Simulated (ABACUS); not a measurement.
Wanted: the native input for an ABACUS 3.10.1 run.

* Task: band structure
* Functional: HCTH407
* Potentials or basis: SG15 ONCV 1.2 PBE
* Cutoff: 1252 eV
* Density cutoff: 5007 eV
* Basis: plane waves
* Occupations: fermi-dirac, width 0.05 eV
* Spin: no spin polarisation
* Radial cutoff of the potentials (pseudo_rcut): 10 bohr
* Threshold of the eigensolver: 1e-07 Ry
* Density: read from an earlier self-consistent run
* Path: G-X-W-K-G-L-U-W-L-K, U-X
* Points for each segment of the path: 10
* SCF threshold on the density: 1e-08
* Max SCF steps: 100
* Eigensolver: dav
* Mixing: broyden
* Mixing share: 0.7
* Symmetry key: -1

Cu:

```
CELL_PARAMETERS angstrom
-1.80750 0.00000 1.80750
0.00000 1.80750 1.80750
-1.80750 1.80750 0.00000
ATOMIC_POSITIONS crystal
Cu 0.00000 0.00000 0.00000
```

The input as run:

INPUT

```
INPUT_PARAMETERS
suffix              Cu
calculation         nscf
basis_type          pw
pseudo_dir          ./
symmetry            -1
dft_functional      GGA_XC_HCTH_407
ecutwfc             92.0
pseudo_rcut         10
nspin               1
nbands              20
ks_solver           dav
smearing_method     fd
smearing_sigma      0.00367493
scf_thr             1e-08
scf_nmax            100
mixing_type         broyden
mixing_beta         0.7
init_chg            file
pw_diag_thr         1e-07
out_band            1
kpar                4
```

STRU

```
ATOMIC_SPECIES
Cu 63.5460 Cu_ONCV_PBE-1.2.upf

LATTICE_CONSTANT
1.8897261246

LATTICE_VECTORS
-1.8075000000 0.0000000000 1.8075000000
0.0000000000 1.8075000000 1.8075000000
-1.8075000000 1.8075000000 0.0000000000

ATOMIC_POSITIONS
Direct

Cu
0.0
1
0.0000000000 0.0000000000 0.0000000000 1 1 1
```

KPT

```
K_POINTS
12
Line
0.00000000 0.00000000 0.00000000 10 // G
0.50000000 0.00000000 0.50000000 10 // X
0.50000000 0.25000000 0.75000000 10 // W
0.37500000 0.37500000 0.75000000 10 // K
0.00000000 0.00000000 0.00000000 10 // G
0.50000000 0.50000000 0.50000000 10 // L
0.62500000 0.25000000 0.62500000 10 // U
0.50000000 0.25000000 0.75000000 10 // W
0.50000000 0.50000000 0.50000000 10 // L
0.37500000 0.37500000 0.75000000 1 // K
0.62500000 0.25000000 0.62500000 10 // U
0.50000000 0.00000000 0.50000000 1 // X
```

Potentials or basis: SG15 ONCV 1.2 PBE, plane waves.

Launch:

```bash
$ OMP_NUM_THREADS=1 mpirun -np 4 abacus > log
```

Wall time 4.3 s on 4 MPI ranks on AMD EPYC 9R14 (Zen 4), on a shared host, peak memory 0.36 GiB a rank.
